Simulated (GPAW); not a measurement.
# C (Fd-3m) in GPAW: settings compared

Aim: see how the results for C move with the level of theory and the settings. Levels: AM05, r4SCAN, SCAN. Tasks: equation of state, band structure.

Program: GPAW 26.7.0. These are calculated values, not measurements. Logs are shortened: lines on timing, memory, paths and dates and some standing lists are left out, and cuts for length are marked. The log counts tension as positive stress, the text compression.

**The experiment to reproduce.**

“Equation of state of cubic boron nitride at high pressures and temperatures”, 2007, arxiv:cond-mat/0702656 quotes, for a bulk crystal of C: bulk modulus 444.8 ± 0.8 GPa.

How close the calculation comes is told below.

### 1 The structure

The structure is cubic, space group Fd-3m (No. 227). Conventional cell: a = 3.567 Å, b = 3.567 Å, c = 3.567 Å, α = 90.00°, β = 90.00°, γ = 90.00°. C (site symmetry -43m) is surrounded by 4 C at 1.54 Å.

This isn't the form of C at room conditions, which is graphite.

### 2 Equation of state, AM05

Contents of run.py:

```python
from ase.eos import EquationOfState
from ase.io import Trajectory, read
from ase.units import GPa
from gpaw import GPAW, PW, setup_paths

setup_paths.insert(0, '.')

atoms = read('C.xyz')

traj = Trajectory('eos.traj', 'w')
volumes, energies = [], []
for x in [0.94, 0.96, 0.98, 1.0, 1.02, 1.04, 1.06]:
    a = atoms.copy()
    a.set_cell(atoms.cell * x**(1 / 3), scale_atoms=True)
    calc = GPAW(mode=PW(800),
                xc='AM05',
                kpts={'size': (10, 10, 10), 'gamma': True},
                occupations={'name': 'fermi-dirac', 'width': 0.05},
                nbands=11,
                convergence={'density': 1e-05, 'energy': 1e-05},
                maxiter=150,
                txt=f'eos-{x:.2f}.txt')
    a.calc = calc
    energies.append(a.get_potential_energy(force_consistent=True))
    volumes.append(a.get_volume())
    p = -a.get_stress()[:3].mean() / GPa
    calc.write(f'eos-{x:.2f}.gpw')
    traj.write(a)
    print(f'{x:.2f} {volumes[-1]:10.4f} A^3 {energies[-1]:14.6f} eV {p:9.3f} GPa', flush=True)

v0, e0, B = EquationOfState(volumes, energies, eos='birchmurnaghan').fit()
print(f'V0 = {v0:.4f} A^3, E0 = {e0:.6f} eV, B0 = {B / GPa:.2f} GPa')
```

Contents of C.xyz:

```xyz
2
Lattice="0.0000000000 1.7833700000 1.7833700000 1.7833700000 0.0000000000 1.7833700000 1.7833700000 1.7833700000 0.0000000000" Properties=species:S:1:pos:R:3 pbc="T T T"
C      2.6750550000      2.6750550000      2.6750550000
C      1.7833700000      1.7833700000      1.7833700000
```

Potentials or basis: PAW data sets generated in the run's folder for this functional, pw.

On the command line:

```console
$ gpaw-setup -f AM05 C
$ OMP_NUM_THREADS=1 python run.py
```

The program printed:

```text
__  _  _
 | _ |_)|_||  |
 |__||  | ||/\| - 26.7.0

Input parameters:
  mode=PW(ecut=800.0),
  convergence={'density': 1e-05, 'energy': 1e-05},
  kpts=MonkhorstPack(size=(10, 10, 10), gamma=True),
  maxiter=150,
  nbands=11,
  occupations=Occupations(name='fermi-dirac', width=0.05),
  xc=XC(name='AM05')

Diagonalizing LCAO Hamiltonian
Converting LCAO to pw mode

          C
       C

Atoms  # Å, Bohr magnetons
|   | symbol |        x |        y |        z |    initial magnetic moments |
|---|--------|----------|----------|----------|-----------------------------|
| 0 |      C | 2.620447 | 2.620447 | 2.620447 | ( 0.0000,  0.0000,  0.0000) |
| 1 |      C | 1.746964 | 1.746964 | 1.746964 | ( 0.0000,  0.0000,  0.0000) |

Unit cell  # Å
| periodic |        x |        y |        z |  lengths |    angles |
|----------|----------|----------|----------|----------|-----------|
|      yes | 0.000000 | 1.746964 | 1.746964 | 2.470581 | 60.000000 |
|      yes | 1.746964 | 0.000000 | 1.746964 | 2.470581 | 60.000000 |
|      yes | 1.746964 | 1.746964 | 0.000000 | 2.470581 | 60.000000 |

Number of symmetries: 24
Symmetry operations  # r_c * U_cc + t_c -> r_c
|    | kind |            matrix            |
|----|------|------------------------------|
|  0 |  E   |  1, 0, 0,  0, 1, 0,  0, 0, 1 |
|  1 |  σ   |  1, 0, 0,  0, 0, 1,  0, 1, 0 |
|  2 |  σ   |  1, 0,-1,  0, 1,-1,  0, 0,-1 |
|  3 |  C3  |  1, 0,-1,  0, 0,-1,  0, 1,-1 |
|  4 |  C3  |  1,-1, 0,  0,-1, 1,  0,-1, 0 |
|  5 |  σ   |  1,-1, 0,  0,-1, 0,  0,-1, 1 |
|  6 |  σ   |  0, 1, 0,  1, 0, 0,  0, 0, 1 |
|  7 |  C3  |  0, 1, 0,  0, 0, 1,  1, 0, 0 |
|  8 |  C2  |  0, 1,-1,  1, 0,-1,  0, 0,-1 |
|  9 |  S4  |  0, 1,-1,  0, 0,-1,  1, 0,-1 |
| 10 |  C3  |  0, 0, 1,  1, 0, 0,  0, 1, 0 |
| 11 |  σ   |  0, 0, 1,  0, 1, 0,  1, 0, 0 |
| 12 |  S4  |  0, 0,-1,  1, 0,-1,  0, 1,-1 |
| 13 |  C3  |  0, 0,-1,  0, 1,-1,  1, 0,-1 |
| 14 |  S4  |  0,-1, 1,  1,-1, 0,  0,-1, 0 |
| 15 |  C2  |  0,-1, 1,  0,-1, 0,  1,-1, 0 |
| 16 |  C3  |  0,-1, 0,  1,-1, 0,  0,-1, 1 |
| 17 |  S4  |  0,-1, 0,  0,-1, 1,  1,-1, 0 |
| 18 |  S4  | -1, 1, 0, -1, 0, 1, -1, 0, 0 |
| 19 |  C3  | -1, 1, 0, -1, 0, 0, -1, 0, 1 |
| 20 |  C3  | -1, 0, 1, -1, 1, 0, -1, 0, 0 |
| 21 |  S4  | -1, 0, 1, -1, 0, 0, -1, 1, 0 |
| 22 |  σ   | -1, 0, 0, -1, 1, 0, -1, 0, 1 |
| 23 |  C2  | -1, 0, 0, -1, 0, 1, -1, 1, 0 |

BZ-sampling:
  Number of BZ points: 1000
  Number of IBZ points: 47

  Monkhorst-Pack size: [10, 10, 10]
  Monkhorst-Pack shift: [0.05, 0.05, 0.05]

K-points  # in reciprocal-cell coordinates
|     |                                coordinates |     weight |
|-----|--------------------------------------------|------------|
|   0 | (  0.00000000,   0.00000000,   0.00000000) | 0.00100000 |
|   1 | (  0.10000000,   0.10000000,   0.00000000) | 0.00600000 |
|   2 | (  0.10000000,   0.10000000,   0.10000000) | 0.00800000 |
|   3 | (  0.20000000,   0.10000000,   0.10000000) | 0.01200000 |
|   4 | (  0.20000000,   0.20000000,   0.00000000) | 0.00600000 |
|   5 | (  0.20000000,   0.20000000,   0.10000000) | 0.02400000 |
|   6 | (  0.20000000,   0.20000000,   0.20000000) | 0.00800000 |
|   7 | (  0.30000000,   0.20000000,   0.10000000) | 0.02400000 |
|   8 | (  0.30000000,   0.20000000,   0.20000000) | 0.02400000 |
|   9 | (  0.30000000,   0.30000000,   0.00000000) | 0.00600000 |
| ... |                                            |            |
|  46 | (  0.50000000,   0.50000000,   0.50000000) | 0.00400000 |

Plane wave coefficients: 568
Cutoff: 800.0 eV

Spin-components: 1 (collinear spins)
Bands:           11
Projectors:      10
Spin-degeneracy: 2
Datatype:        complex128

Parallelization:
  kpt:    1
  domain: 1
  band:   1

Density:
  Valence electrons: 8.0
  Components: 1
  Grid points: [18 18 18]
  Charge: 0.0  # |e|

Potential:
  Grid points: [18 18 18]

species:
  C:
    name:    Carbon
    Z:       6.0
    valence: 4
    core:    2
    charge:  0.0  # [|e|]
    compensation charges:
      type: gauss
      rc: 0.20  # [Å]
      lmax: 2
    cutoffs:
      filter: 1.14  # [Å]
      core: 1.14  # [Å]
    projectors
    | kind |    occ | energy [eV] | rcut [Å] |
    |------|--------|-------------|----------|
    |   2s |  2.000 |     -13.603 |    0.635 |
    |   2p |  2.000 |      -5.213 |    0.635 |
    |    s |        |      13.608 |    0.635 |
    |    p |        |      21.998 |    0.635 |
    |    d |        |       0.000 |    0.635 |

    Using partial waves for C as LCAO basis

Reference energy: -2041.144030  # eV

eigensolver:
  PPCG
  Converge bands: occupied
  niter=2

density mixing:
  MSR1-Mixer
  Pratt-step length: 0.05
  Maximum mixing coefficient: 0.75
  Old densities: 10
  SVD Regularization: 0.005
  Good broyden scale: 1.0
  Trust region scale: 1.0
  Backstep threshold: 4.0
  History deletion threshold: 6.0
  Fourier metric: weight=20.0, sigma=0.015

occupation numbers:
  Fermi-Dirac:
    width: 0.0500  # eV

poisson solver:
  ecut: 6400.0  # eV

xc functional:
  name: AM05 with 2 nearest neighbor stencil

convergence criteria:
- Maximum integral of absolute [dens]ity change: 1e-05 electrons / valence electron
- Maximum [total energy] change in last 3 cyles: 1e-05 eV / valence electron
- Maximum integral of absolute [eigenst]ate change: 4e-08 eV^2 / valence electron
maximum number of iterations: 150

SCF iterations
|iter     | |      energy | eigst |  dens |
|---------|-|-------------|-------|-------|
|iter:   1| |  -19.525880 | +0.16 |       |
|iter:   2| |  -19.439110 | -2.77 | -0.79 |
|iter:   3| |  -18.902186 | -1.48 | -0.81 |
|iter:   4| |  -18.894522 | -2.62 | -1.48 |
|iter:   5| |  -18.895110 | -4.37 | -2.24 |
|iter:   6| |  -18.895115 | -6.14 | -3.30 |
|iter:   7| |  -18.895116c| -7.62c| -3.98 |
|iter:   8| |  -18.895116c| -8.40c| -5.25c|

Converged in 8 steps
Energy contributions relative to reference atoms: (reference = -2041.144030)

Energy contributions:
  Kinetic:          23.335637
  Coulomb:         -20.827070
  Zero:              0.043476
  External:          0.000000
  Xc:              -21.447158
  Entropy:           0.000000
  Spinorbit:         0.000000
  ----------------------------
  Free energy:     -18.895116
  Extrapolated:    -18.895116

dipole moment: (2.138112, 2.138112, 2.138112)  # |e|*Ang

Fermi level: 14.985
Eigenvalues  # (at kpt = [0.000, 0.000, 0.000])
| band index |      eig [eV] | occ [0-2] |
|------------|---------------|-----------|
|          0 |        -9.232 |     2.000 |
|          1 |        13.125 |     2.000 |
|          2 |        13.125 |     2.000 |
|          3 |        13.125 |     2.000 |
|          4 |        18.814 |     0.000 |
|          5 |        18.814 |     0.000 |
|          6 |        18.814 |     0.000 |
|          7 |        28.004 |     0.000 |
|          8 |        32.999 |     0.000 |
|          9 |        40.312 |     0.000 |
|         10 |        40.969 |     0.000 |

Gap: 4.181 eV
Transition (v -> c):
  (s=0, k=0, n=3, [0.00, 0.00, 0.00]) -> (s=0, k=24, n=4, [0.40, 0.40, 0.00])
Direct/indirect transitions are different
Direct gap: 5.689 eV
Transition at: (s=0, k=0, n=3, [0.00, 0.00, 0.00])

Stress tensor  # eV/Ang^3
|         x |         y |         z |
|-----------|-----------|-----------|
| -0.145189 | -0.000000 | -0.000000 |
| -0.000000 | -0.145189 | -0.000000 |
| -0.000000 | -0.000000 | -0.145189 |

# Writing to eos-0.94.gpw (mode='')
```

Wall time 31 s (1 thread of Intel Xeon 6975P-C (Granite Rapids), shared host); peak memory 0.17 GiB.

Results:

```yaml
Equilibrium_volume: 5.60 Å³/atom
Bulk_modulus: 452 GPa
Pressure_derivative_of_the_bulk_modulus: 3.7
```

Energy against volume, from the lowest point:
```tsv
volume (Å³/atom)	energy (meV/atom)
5.332	18.93
5.445	5.75
5.558	0.00
5.672	0.93
5.785	7.95
5.899	20.57
6.012	38.19
```

### 3 Equation of state, r4SCAN

run.py: that of step 2 with these lines changed.

```diff
@@ -1,9 +1,14 @@
+from ase import Atoms
 from ase.eos import EquationOfState
-from ase.io import Trajectory, read
+from ase.io import Trajectory
 from ase.units import GPa
-from gpaw import GPAW, PW, setup_paths
+from gpaw import GPAW, PW
 
-setup_paths.insert(0, '.')
-
-atoms = read('C.xyz')
+atoms = Atoms(['C', 'C'],
+              cell=[[0.0, 1.78337, 1.78337],
+                    [1.78337, 0.0, 1.78337],
+                    [1.78337, 1.78337, 0.0]],
+              scaled_positions=[[0.75, 0.75, 0.75],
+                                [0.5, 0.5, 0.5]],
+              pbc=True)
 
@@ -15,3 +20,3 @@
     calc = GPAW(mode=PW(800),
-                xc='AM05',
+                xc='MGGA_X_R4SCAN+MGGA_C_R2SCAN',
                 kpts={'size': (10, 10, 10), 'gamma': True},
```

Potentials or basis: GPAW PAW data sets (gpaw-data 1.2.1), pw.

On the command line:

```console
$ OMP_NUM_THREADS=1 python run.py
```

Run time: 1.8 min. Hardware: 1 thread of Intel Xeon 6975P-C (Granite Rapids), shared host; peak memory 0.28 GiB.

It converged, with:

```
Equilibrium volume : 5.64 Å³/atom (rough: see the caveat)
Bulk modulus       : 451 GPa (rough)
```

Energy against volume, from the lowest point:
```tsv
volume (Å³/atom)	energy (meV/atom)
5.332	25.38
5.445	9.57
5.558	1.39
5.672	0.00
5.785	4.94
5.899	15.55
6.012	31.23
```

Caveat: the points scatter about the fit; the PAW data sets were made with another functional, which shifts forces and pressure a little.

### 4 Band structure, SCAN

Contents of run.py:

```python
import spglib
from ase import Atoms
from ase.dft.bandgap import bandgap
from ase.io import read, write
from ase.units import GPa
from gpaw import GPAW, PW

atoms = read('C.cif')
cell, positions, numbers = spglib.find_primitive(
    (atoms.cell[:], atoms.get_scaled_positions(), atoms.numbers), symprec=1e-4)
atoms = Atoms(numbers, cell=cell, scaled_positions=positions, pbc=True)

calc = GPAW(mode=PW(800),
            xc='MGGA_X_SCAN+MGGA_C_SCAN',
            kpts={'size': (10, 10, 10), 'gamma': True},
            occupations={'name': 'fermi-dirac', 'width': 0.05},
            nbands=11,
            convergence={'density': 1e-05, 'energy': 1e-05},
            maxiter=150,
            txt='gpaw.txt')
atoms.calc = calc
energy = atoms.get_potential_energy()
forces = atoms.get_forces()
stress = atoms.get_stress()
calc.write('gs.gpw')
write('result.traj', atoms)
print(f'Energy: {energy:.6f} eV')
print('Forces (eV/A):')
print(forces.round(4))
print('Stress (GPa):', (stress / GPa).round(3))
print('Fermi level:', round(calc.get_fermi_level(), 4), 'eV')
print(f'Gap: {bandgap(calc)[0]:.4f} eV, direct: {bandgap(calc, direct=True)[0]:.4f} eV')

path = atoms.cell.bandpath('GXWKGLUWLK,UX', npoints=100, eps=1e-4)
bs_calc = calc.fixed_density(kpts=path, symmetry='off', nbands=18,
                             convergence={'bands': 'CBM+6.0', 'eigenstates': 1e-6}, txt='bands.txt')
bs = bs_calc.band_structure()
bs.write('bs.json')
print(f'Gap on the path: {bandgap(bs_calc)[0]:.4f} eV')
```

Contents of C.cif:

```cif
data_C
_cell_length_a 3.56674000
_cell_length_b 3.56674000
_cell_length_c 3.56674000
_cell_angle_alpha 90.00000000
_cell_angle_beta 90.00000000
_cell_angle_gamma 90.00000000
_space_group_name_H-M_alt 'Fd-3m'
_space_group_name_Hall 'F 4d 2 3 -1d'
_space_group_IT_number 227
loop_
_space_group_symop_operation_xyz
'x,y,z'
'-y+1/4,x+1/4,z+1/4'
'-x,-y+1/2,z+1/2'
'y+3/4,-x+1/4,z+3/4'
'x,-y,-z'
'-y+1/4,-x+3/4,-z+3/4'
'-x,y+1/2,-z+1/2'
'y+3/4,x+3/4,-z+1/4'
'z,x,y'
'z+1/4,-y+1/4,x+1/4'
'z+1/2,-x,-y+1/2'
'z+3/4,y+3/4,-x+1/4'
'-z,x,-y'
'-z+3/4,-y+1/4,-x+3/4'
'-z+1/2,-x,y+1/2'
'-z+1/4,y+3/4,x+3/4'
'y,z,x'
'x+1/4,z+1/4,-y+1/4'
'-y+1/2,z+1/2,-x'
'-x+1/4,z+3/4,y+3/4'
'-y,-z,x'
'-x+3/4,-z+3/4,-y+1/4'
'y+1/2,-z+1/2,-x'
'x+3/4,-z+1/4,y+3/4'
'-x+1/4,-y+1/4,-z+1/4'
'y,-x,-z'
'x+1/4,y+3/4,-z+3/4'
'-y+1/2,x,-z+1/2'
'-x+1/4,y+1/4,z+1/4'
'y,x+1/2,z+1/2'
'x+1/4,-y+3/4,z+3/4'
'-y+1/2,-x+1/2,z'
'-z+1/4,-x+1/4,-y+1/4'
'-z,y,-x'
'-z+3/4,x+1/4,y+3/4'
'-z+1/2,-y+1/2,x'
'z+1/4,-x+1/4,y+1/4'
'z+1/2,y,x+1/2'
'z+3/4,x+1/4,-y+3/4'
'z,-y+1/2,-x+1/2'
'-y+1/4,-z+1/4,-x+1/4'
[... 89 lines left out ...]
'-z+1/4,x+1/4,y+1/4'
'-z,-y+1/2,x+1/2'
'z+3/4,-x+1/4,y+3/4'
'z,y,x'
'z+1/4,x+1/4,-y+1/4'
'z+1/2,-y+1/2,-x'
'-y+3/4,-z+1/4,-x+3/4'
'-x+1/2,-z,y+1/2'
'y+1/4,-z+3/4,x+3/4'
'x+1/2,-z+1/2,-y'
'y+3/4,z+1/4,-x+3/4'
'x,z+1/2,y+1/2'
'-y+1/4,z+3/4,x+3/4'
'-x,z,-y'
'x+1/2,y+1/2,z'
'-y+3/4,x+3/4,z+1/4'
'-x+1/2,-y,z+1/2'
'y+1/4,-x+3/4,z+3/4'
'x+1/2,-y+1/2,-z'
'-y+3/4,-x+1/4,-z+3/4'
'-x+1/2,y,-z+1/2'
'y+1/4,x+1/4,-z+1/4'
'z+1/2,x+1/2,y'
'z+3/4,-y+3/4,x+1/4'
'z,-x+1/2,-y+1/2'
'z+1/4,y+1/4,-x+1/4'
'-z+1/2,x+1/2,-y'
'-z+1/4,-y+3/4,-x+3/4'
'-z,-x+1/2,y+1/2'
'-z+3/4,y+1/4,x+3/4'
'y+1/2,z+1/2,x'
'x+3/4,z+3/4,-y+1/4'
'-y,z,-x'
'-x+3/4,z+1/4,y+3/4'
'-y+1/2,-z+1/2,x'
'-x+1/4,-z+1/4,-y+1/4'
'y,-z,-x'
'x+1/4,-z+3/4,y+3/4'
'-x+3/4,-y+3/4,-z+1/4'
'y+1/2,-x+1/2,-z'
'x+3/4,y+1/4,-z+3/4'
'-y,x+1/2,-z+1/2'
'-x+3/4,y+3/4,z+1/4'
'y+1/2,x,z+1/2'
'x+3/4,-y+1/4,z+3/4'
'-y,-x,z'
'-z+3/4,-x+3/4,-y+1/4'
'-z+1/2,y+1/2,-x'
'-z+1/4,x+3/4,y+3/4'
'-z,-y,x'
'z+3/4,-x+3/4,y+1/4'
'z,y+1/2,x+1/2'
'z+1/4,x+3/4,-y+3/4'
'z+1/2,-y,-x+1/2'
'-y+3/4,-z+3/4,-x+1/4'
'-x+1/2,-z+1/2,y'
'y+1/4,-z+1/4,x+1/4'
'x+1/2,-z,-y+1/2'
'y+3/4,z+3/4,-x+1/4'
'x,z,y'
'-y+1/4,z+1/4,x+1/4'
'-x,z+1/2,-y+1/2'
loop_
_atom_site_label
_atom_site_type_symbol
_atom_site_symmetry_multiplicity
_atom_site_Wyckoff_symbol
_atom_site_fract_x
_atom_site_fract_y
_atom_site_fract_z
_atom_site_occupancy
C1 C 8 a 0.2500000000 0.2500000000 0.2500000000 1
```

On the command line:

```console
$ OMP_NUM_THREADS=1 python run.py
```

It took 28 s on 1 thread of Intel Xeon 6975P-C (Granite Rapids), shared host; peak memory 0.19 GiB.

It converged, with:

* Free energy: -20.0328 eV
* Pressure: -6.1 GPa
* Band gap on the k mesh: 4.57 eV, indirect (least direct gap 6.14 eV)
* Band gap along the path: 4.53 eV, indirect (least direct gap 6.14 eV)

Levels at the corners of the path, in eV from the valence-band top:
| point | band 1 | band 2 | band 3 | band 4 | band 5 | band 6 | band 7 |
| --- | --- | --- | --- | --- | --- | --- | --- |
| Γ | -22.42 | 0.00 | 0.00 | 0.00 | 6.14 | 6.14 | 6.14 |
| X | -13.37 | -13.37 | -6.52 | -6.52 | 5.18 | 5.18 | 18.10 |
| W | -12.60 | -12.60 | -8.55 | -8.55 | 11.33 | 11.33 | 13.19 |
| K | -13.66 | -12.29 | -9.57 | -5.55 | 6.14 | 11.47 | 15.45 |
| Γ | -22.42 | 0.00 | 0.00 | 0.00 | 6.14 | 6.14 | 6.14 |
| L | -16.50 | -13.84 | -2.89 | -2.89 | 9.12 | 9.12 | 9.38 |
| U | -13.66 | -12.29 | -9.57 | -5.55 | 6.14 | 11.47 | 15.45 |
| W | -12.60 | -12.60 | -8.55 | -8.55 | 11.33 | 11.33 | 13.19 |
| L | -16.50 | -13.84 | -2.89 | -2.89 | 9.12 | 9.12 | 9.38 |
| K | -13.66 | -12.29 | -9.57 | -5.55 | 6.14 | 11.47 | 15.45 |
| U | -13.66 | -12.29 | -9.57 | -5.55 | 6.14 | 11.47 | 15.45 |
| X | -13.37 | -13.37 | -6.52 | -6.52 | 5.18 | 5.18 | 18.10 |

Caveat: the PAW data sets were made with another functional, which shifts forces and pressure a little.

### 5 Against experiment

Step 2. Against the measured bulk modulus of C, 444.8 GPa (quoted in “Equation of state of cubic boron nitride at high pressures and temperatures”, 2007, arxiv:cond-mat/0702656), the calculated 452 GPa is off by +1.7 %. 3 values of this kind are on record (442 to 444.8 GPa); this one was drawn at random among those near their median, those with a stated uncertainty first. The fit is for a static lattice scaled at fixed shape and fixed fractional positions. The cell as given is a measured one (5.67 Å³/atom); AM05 puts the equilibrium volume -1.3 % from it, thermal expansion not counted.
